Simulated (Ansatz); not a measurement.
# How far is PAW off for IrO₂?

```
Ir O
1.0
     4.49900    0.00000    0.00000
     0.00000    4.49900    0.00000
     0.00000    0.00000    3.14600
Ir O
2 4
Direct
  0.00000 0.00000 0.00000
  0.50000 0.50000 0.50000
  0.31100 0.31100 0.00000
  0.18900 0.81100 0.50000
  0.68900 0.68900 0.00000
  0.81100 0.18900 0.50000
```

Atoms are numbered in the order listed.

The geometry is COD entry 1538153, unchecked; take it as a test cell. It is an old determination, and later ones may differ.

Spin–orbit coupling is left out, though it moves levels of the heavy atoms by tenths of an eV or more.

Levels of theory: DFT, PBE, PAW with Ansatz's default frozen-core files, scalar-relativistic (Ansatz 0.2.0); DFT, PBE, all-electron LAPW, scalar-relativistic (Ansatz 0.2.0).

For PAW: a Γ-centred 8×8×11 k mesh, Fermi–Dirac smearing of 0.05 eV, cutoff 420 eV, no spin polarisation. LAPW targets a basis error of 0.5 meV/atom. The Ansatz runs share mesh, smearing and spin set-up. Plane-wave (PAW) pressures include the program's estimate of the Pulay term.

Stress and pressure are positive in compression.

Levels count from the Fermi level.

PAW results:

```json
{"quantity": "pressure (GPa)", "PAW": "7.79"}
{"quantity": "stress xx (GPa)", "PAW": "5.11"}
{"quantity": "stress zz (GPa)", "PAW": "13.15"}
{"quantity": "force on O3, x (eV/Å)", "PAW": "-0.443"}
{"quantity": "highest filled level at Γ (eV)", "PAW": "-2.136"}
{"quantity": "lowest empty level at Γ (eV)", "PAW": "0.768"}
{"quantity": "highest filled level at X (eV)", "PAW": "-0.278"}
{"quantity": "lowest empty level at X (eV)", "PAW": "3.628"}
{"quantity": "highest filled level at A (eV)", "PAW": "-0.416"}
{"quantity": "lowest empty level at A (eV)", "PAW": "2.417"}
```

Question: What does LAPW (all electrons) give for the same quantities?

Answer: 
| quantity | LAPW |
| --- | --- |
| pressure (GPa) | 7.92 |
| stress xx (GPa) | 5.21 |
| stress zz (GPa) | 13.33 |
| force on O3, x (eV/Å) | -0.447 |
| highest filled level at Γ (eV) | -2.143 |
| lowest empty level at Γ (eV) | 0.772 |
| highest filled level at X (eV) | -0.279 |
| lowest empty level at X (eV) | 3.631 |
| highest filled level at A (eV) | -0.416 |
| lowest empty level at A (eV) | 2.419 |
